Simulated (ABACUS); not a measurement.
# Li (Im-3m) in ABACUS: further runs

Runs on Li. Level: LDA. Tasks: equation of state.

Everything below comes from runs of ABACUS 3.10.1. Logs are shortened: lines on timing, memory, paths and dates and some standing lists are left out, and cuts for length are marked.

## 1. The crystal as given

The structure is cubic, space group Im-3m (No. 229). The conventional cell has a = 3.509 Å, b = 3.509 Å, c = 3.509 Å, α = 90.00°, β = 90.00°, γ = 90.00°. Li (site symmetry m-3m) is surrounded by 8 Li at 3.04 Å.

## 2. Equation of state, LDA, 20.31 Å³/atom (volume scaled by 0.94)

Input file INPUT:

```
INPUT_PARAMETERS
suffix              Li
calculation         scf
basis_type          lcao
pseudo_dir          ./
orbital_dir         ./
latname             bcc
symmetry            1
dft_functional      pz
ecutwfc             100
pseudo_rcut         10
nspin               1
nbands              6
ks_solver           genelpa
smearing_method     fd
smearing_sigma      0.00367493
scf_thr             1e-07
scf_nmax            100
mixing_type         broyden
mixing_beta         0.7
cal_force           1
cal_stress          1
out_mul             1
```

Input file STRU:

```
ATOMIC_SPECIES
Li 6.9400 Li.upf

NUMERICAL_ORBITAL
Li_confined-atom_8au_3s1p.orb

LATTICE_CONSTANT
6.4962388035

ATOMIC_POSITIONS
Direct

Li
0.0
1
0.0000000000 0.0000000000 0.0000000000 1 1 1
```

Input file KPT:

```
K_POINTS
0
Gamma
10 10 10 0 0 0
```

Potentials or basis: PseudoDojo NC SR 0.4.1 LDA stringent, DZP LCAO (the cutoffs set its grid).

Command:

```bash
$ OMP_NUM_THREADS=1 mpirun -np 4 abacus > log
```

running log:

```text
ABACUS v3.10.1

               Atomic-orbital Based Ab-initio Computation at UStc

 ------------------------------------------------------------------------------------

 READING GENERAL INFORMATION
                           global_out_dir = OUT.Li/
                           global_in_card = INPUT
                               pseudo_dir = ./
                              orbital_dir = ./
                                    DSIZE = 4
                                    GSIZE = 1

 READING UNITCELL INFORMATION
                                    ntype = 1
                  lattice constant (Bohr) = 6.49624
              lattice constant (Angstrom) = 3.43766

 READING ATOM TYPE 1
                               atom label = Li
                      L=0, number of zeta = 3
                      L=1, number of zeta = 1
             number of atom for this type = 1

                        TOTAL ATOM NUMBER = 1
DIRECT COORDINATES
    atom                   x                   y                   z     mag                  vx                  vy                  vz
taud_Li1            0.0000000000        0.0000000000        0.0000000000  0.0000        0.0000000000        0.0000000000        0.0000000000

                          Volume (Bohr^3) = 137.074
                             Volume (A^3) = 20.3123

 Lattice vectors: (Cartesian coordinate: in unit of a_0)
                 +0.5                +0.5                +0.5
                 -0.5                +0.5                +0.5
                 -0.5                -0.5                +0.5
 Reciprocal vectors: (Cartesian coordinate: in unit of 2 pi/a_0)
                   +1                  -0                  +1
                   -1                  +1                  -0
                   +0                  -1                  +1
 The esolver type has been set to : ksdft_lcao

                PAO radial cut off (Bohr) = 10

 Read in pseudopotential file is Li.upf
                     pseudopotential type = NC
          exchange-correlation functional = SLAPWNOGXNOGC
                 nonlocal core correction = 0
                        valence electrons = 3
                                     lmax = 1
                           number of zeta = 2
                     number of projectors = 4
                           L of projector = 0
                           L of projector = 0
                           L of projector = 1
                           L of projector = 1
 XC functional updated to : pz
          exchange-correlation functional = PZ
     initial pseudo atomic orbital number = 2

 SETUP THE ELECTRONS NUMBER
            electron number of element Li = 3
[... 157 lines left out ...]

 SETUP SEARCHING RADIUS FOR PROGRAM TO SEARCH ADJACENT ATOMS
                  longest orb rcut (Bohr) = 8
   longest nonlocal projector rcut (Bohr) = 1.22
                     search radius (Bohr) = 18.4
              searching radius is (Bohr)) = 18.4
         searching radius unit is (Bohr)) = 6.5
                         PeriodicBoundary = 1
                        Radius(unit:lat0) = 2.84
                                   glayer = [ 6, 6, 6 ]
                             glayer_minus = [ 5, 5, 5 ]

Find the coordinate range of the input atom(unit:lat0).
                                  min_tau = [ -7.5, -7.5, -7.5 ]
                                  max_tau = [ 7.5, 7.5, 7.5 ]
                                BoxNumber = [ 11, 11, 11 ]

 SETUP EXTENDED REAL SPACE GRID FOR GRID INTEGRATION
                          real space grid = [ 36, 36, 36 ]
                 big cell numbers in grid = [ 12, 12, 12 ]
             meshcell numbers in big cell = [ 3, 3, 3 ]
                        extended fft grid = [ 21, 21, 21 ]
                dimension of extened grid = [ 55, 55, 55 ]
                            UnitCellTotal = 125
              Atom number in sub-FFT-grid = 1
    Local orbitals number in sub-FFT-grid = 6
                                ParaV.nnr = 1341
                                 init_chg = atomic

 LCAO ALGORITHM --------------- ION=   1  ELEC=   1--------------------------------

 Density error is 0.0174209663016
----------------------------------------------------------
     Energy           Rydberg                 eV
----------------------------------------------------------
 E_KohnSham     -14.4238167702       -196.2460949822
 E_Harris       -14.4527437731       -196.6396670480
 E_Fermi        0.0660265664         0.8983375223
----------------------------------------------------------
[... 58 lines left out ...]
 Density error is 5.8957741785e-08
----------------------------------------------------------
     Energy           Rydberg                 eV
----------------------------------------------------------
 E_KohnSham     -14.4238123153       -196.2460343708
 E_KS(sigma->0) -14.4235804154       -196.2428792103
 E_Harris       -14.4238122179       -196.2460330449
 E_band         -6.6036198743        -89.8468577165
 E_one_elec     -9.9220772359        -134.9967864044
 E_Hartree      3.7934636042         51.6127201729
 E_xc           -3.2528788134        -44.2576867664
 E_Ewald        -5.0418560703        -68.5979710520
 E_entropy(-TS) -0.0004637999        -0.0063103209
 E_descf        0.0000000000         0.0000000000
 E_exx          0.0000000000         0.0000000000
 E_Fermi        0.0645785237         0.8786358909
----------------------------------------------------------

 charge density convergence is achieved
 final etot is -196.24603437 eV
 EFERMI = 0.87863589093 eV

 STATE ENERGY(eV) AND OCCUPATIONS    NSPIN == 1
 1/47 kpoint (Cartesian) = 0.0000 0.0000 0.0000 (580 pws)
       1       -44.6887     0.00200000
       2       -2.68310     0.00200000
       3        15.4879        0.00000
       4        15.4879        0.00000
       5        15.4879        0.00000
       6        36.7432        0.00000
[... 33 lines left out ...]
 6/47 kpoint (Cartesian) = 0.0000 0.50000 0.50000 (571 pws)
       1       -44.6659      0.0120000
       2        1.09714    0.000149906
       3        4.31034    1.86957e-32
       4        11.2383        0.00000
       5        13.6152        0.00000
       6        23.1730        0.00000

[... levels at 41 further k points ...]

 correction force for each atom along direction 1 is 5.61444e-15
 correction force for each atom along direction 2 is 1.26715e-14
 correction force for each atom along direction 3 is -1.02910e-14
------------------------------------------------------------------------------------------
 TOTAL-FORCE (eV/Angstrom)
------------------------------------------------------------------------------------------
                       Li1         0.0000000000         0.0000000000         0.0000000000
------------------------------------------------------------------------------------------

----------------------------------------------------------------
 TOTAL-STRESS (KBAR)
----------------------------------------------------------------
        -7.5210522568        -0.0000000000         0.0000000000
        -0.0000000000        -7.5210522568        -0.0000000000
        -0.0000000000         0.0000000000        -7.5210522568
----------------------------------------------------------------
 TOTAL-PRESSURE: -7.521052 KBAR

 --------------------------------------------
 !FINAL_ETOT_IS -196.2460343707659547 eV
 --------------------------------------------
```

stdout:

```text
ABACUS v3.10.1

               Atomic-orbital Based Ab-initio Computation at UStc

 dft_functional readin is: pz
 dft_functional in pseudopot file is: SLAPWNOGXNOGC
 Please make sure this is what you need
[... 33 lines left out ...]
 GE7     -1.96246034e+02  -8.12064110e-12   5.8958e-08   0.16
----------------------------------------------------------------
 TOTAL-STRESS (KBAR)
----------------------------------------------------------------
        -7.5210522568        -0.0000000000         0.0000000000
        -0.0000000000        -7.5210522568        -0.0000000000
        -0.0000000000         0.0000000000        -7.5210522568
----------------------------------------------------------------
 TOTAL-PRESSURE: -7.521052 KBAR
```

Run time: 1.8 s. Hardware: 4 MPI ranks of Intel Xeon Platinum 8259CL at 2.50GHz (Skylake/Cascade Lake), shared host; peak memory 0.36 GiB.

Results:

```
Free energy            : -196.2460 eV
Pressure               : -0.8 GPa
Band gap on the k mesh : none (metal or under the smearing width)
```

Caveat: the atomic orbitals were generated for these runs and aren't a published set; the basis of atomic orbitals isn't converged, which shifts pressures, moduli and gaps.

## 3. Equation of state, LDA, 21.18 Å³/atom (volume scaled by 0.98)

INPUT is that of step 2.

STRU, as its differences from that of step 2:

```diff
@@ -7,3 +7,3 @@
 LATTICE_CONSTANT
-6.4962388035
+6.5871070590
```

KPT is that of step 2.

Potentials or basis: PseudoDojo NC SR 0.4.1 LDA stringent, DZP LCAO (the cutoffs set its grid).

Command:

```bash
$ OMP_NUM_THREADS=1 mpirun -np 4 abacus > log
```

Wall time 1.9 s (4 MPI ranks of Intel Xeon Platinum 8259CL at 2.50GHz (Skylake/Cascade Lake), shared host); peak memory 0.36 GiB.

Results (log left out):

- Free energy: -196.2406 eV
- Pressure: -1.2 GPa
- Band gap on the k mesh: none (metal or under the smearing width)

Caveat: the atomic orbitals were generated for these runs and aren't a published set; the basis of atomic orbitals isn't converged, which shifts pressures, moduli and gaps.

## 4. Equation of state, LDA, 22.04 Å³/atom (volume scaled by 1.02)

INPUT is that of step 3.

STRU, as its differences from that of step 3:

```diff
@@ -7,3 +7,3 @@
 LATTICE_CONSTANT
-6.5871070590
+6.6755351550
```

KPT is that of step 3.

Command:

```bash
$ OMP_NUM_THREADS=1 mpirun -np 4 abacus > log
```

Run time: 1.7 s. Hardware: 4 MPI ranks of Intel Xeon Platinum 8259CL at 2.50GHz (Skylake/Cascade Lake), shared host; peak memory 0.36 GiB.

Results (log left out):

```yaml
Free_energy: -196.2330 eV
Pressure: -1.6 GPa
Band_gap_on_the_k_mesh: none (metal or under the smearing width)
```

Caveat: the atomic orbitals were generated for these runs and aren't a published set; the basis of atomic orbitals isn't converged, which shifts pressures, moduli and gaps.

## 5. Equation of state, LDA, 22.91 Å³/atom (volume scaled by 1.06)

INPUT is that of step 4.

STRU, as its differences from that of step 4:

```diff
@@ -7,3 +7,3 @@
 LATTICE_CONSTANT
-6.6755351550
+6.7616805941
```

KPT is that of step 4.

Command:

```bash
$ OMP_NUM_THREADS=1 mpirun -np 4 abacus > log
```

It took 1.9 s on 4 MPI ranks of Intel Xeon Platinum 8259CL at 2.50GHz (Skylake/Cascade Lake), shared host; peak memory 0.36 GiB.

It converged, with:

```
Free energy            : -196.2232 eV
Pressure               : -2.0 GPa
Band gap on the k mesh : none (metal or under the smearing width)
```

Caveat: the atomic orbitals were generated for these runs and aren't a published set; the basis of atomic orbitals isn't converged, which shifts pressures, moduli and gaps.

## 6. Equation of state, LDA

Potentials or basis: PseudoDojo NC SR 0.4.1 LDA stringent, DZP LCAO (the cutoffs set its grid).

This step only gathers the single runs of the series.

Results:

```yaml
Equilibrium_volume: "18.86 Å³/atom (rough: see the caveat)"
Bulk_modulus: 10.5 GPa (rough)
```

Energy against volume, from the lowest point:
```
volume (Å³/atom)  energy (meV/atom)
          20.312               0.00
          21.177               5.41
          22.041              13.07
          22.905              22.79
```

Caveat: the atomic orbitals were generated for these runs and aren't a published set; the fit is doubtful: noisy points or a state that changes with volume; the minimum lies outside the volumes run; the basis of atomic orbitals isn't converged, which shifts pressures, moduli and gaps.
